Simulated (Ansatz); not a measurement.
# Ag: the cost of one run

Program: Ansatz 0.2.0. Level of theory: DFT PBE, scalar-relativistic. These are calculated values, not measurements.

### 1 The structure to begin with

Symmetry: P6_3/mmc, No. 194, hexagonal system. Conventional cell: a = 2.930 Å, b = 2.930 Å, c = 4.790 Å, α = 90.00°, β = 90.00°, γ = 120.00°. Ag (site symmetry -6m2) has 12 Ag at 2.93 Å as nearest neighbours.

Coordinates:

```xyz
2
Lattice="2.9300 0.0000 0.0000 -1.4650 2.5375 0.0000 0.0000 0.0000 4.7900" Properties=species:S:1:pos:R:3 pbc="T T T"
Ag    0.0000    1.6916    1.1975
Ag    1.4650    0.8458    3.5925
```

Structure: COD 1509145, as refined from experiment and not relaxed.

Atoms are numbered in the order of the input: Ag1, Ag2.

### 2 Volume × 0.9405, LAPW

input.yaml reads:

```yaml
crystal:
  lattice:
    - [2.870694226, 0.0, 0.0]
    - [-1.435347113, 2.4860941263, 0.0]
    - [0.0, 0.0, 4.6930492667]
  atoms:
    - { symbol: Ag, position: [0.3333333333, 0.6666666667, 0.25] }
    - { symbol: Ag, position: [0.6666666667, 0.3333333333, 0.75] }
kpoints:
  mp_grid: { grid: [14, 14, 8] }
scf:
  occupations: { method: fermi_dirac, width: 0.05 }
hamiltonian:
  xc: pbe
  pseudopotentials: { kind: all_electron, lapw: { basis_error: 0.00025 } }
output:
  forces: true
  stress: true
  eigenvalues: true
```

Launch:

```console
ansatz run input.yaml --threads 1 --pin off --max-ram 2048MiB --backend cpu --events-out ev --progress --plain --runs-dir out
```

What time and memory should one allow on 1 thread of AMD EPYC 7B13 (Zen 3), shared host?

About 35 s, with a peak of 0.63 GiB.
